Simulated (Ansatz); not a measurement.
Stackings of close-packed layers of Mn (one atom a layer), each relaxed to a stress under 0.05 GPa; h and k mark layers whose two neighbours have the same or different letters; energies count from the stacking AB (P6_3/mmc).

The calculation used DFT PBEsol, scalar-relativistic, plane waves, PAW in Ansatz.

Cutoff 420 eV; k points 21×21×7 on the computed 3-atom cell (Γ-centred); Gaussian smearing, width 0.10 eV; no spin polarisation.

Start (ABC (kkk)):

```yaml
crystal:
  lattice:
    - [2.45165, 0.00000, 0.00000]
    - [-1.22583, 2.12320, 0.00000]
    - [0.00000, 0.00000, 5.94728]
  atoms:
    - { symbol: Mn, position: [0.00000, 0.00000, 0.00000] }
    - { symbol: Mn, position: [0.33333, 0.66667, 0.33333] }
    - { symbol: Mn, position: [0.66667, 0.33333, 0.66667] }
```

Problem. Give the relaxed structure and its energy.

Solution. The free energy falls by 1 meV/atom.

- excess energy (meV/atom): 32.1
- spacing of like layers (Å): 1.997
- a (Å): 2.447
- gap on the mesh (eV): 0

Relaxed structure:
```xyz
3
Lattice="2.4473 0.0000 0.0000 -1.2237 2.1195 0.0000 0.0000 0.0000 5.9898" Properties=species:S:1:pos:R:3 pbc="T T T"
Mn    0.0000    0.0000    0.0000
Mn    0.0000    1.4130    1.9966
Mn    1.2237    0.7065    3.9932
```

Spin polarisation was left out, and a magnetic state may lie lower.

Small energy differences in metals hang on the k mesh (about 10 mJ/m² or 1 to 2 meV/atom on the mesh of the relaxation).

The run took 38 s on 2 threads of Arm Neoverse V2, on a shared host, peak memory 0.51 GiB.

The reference crystal is a form of Mn, which isn't its usual structure.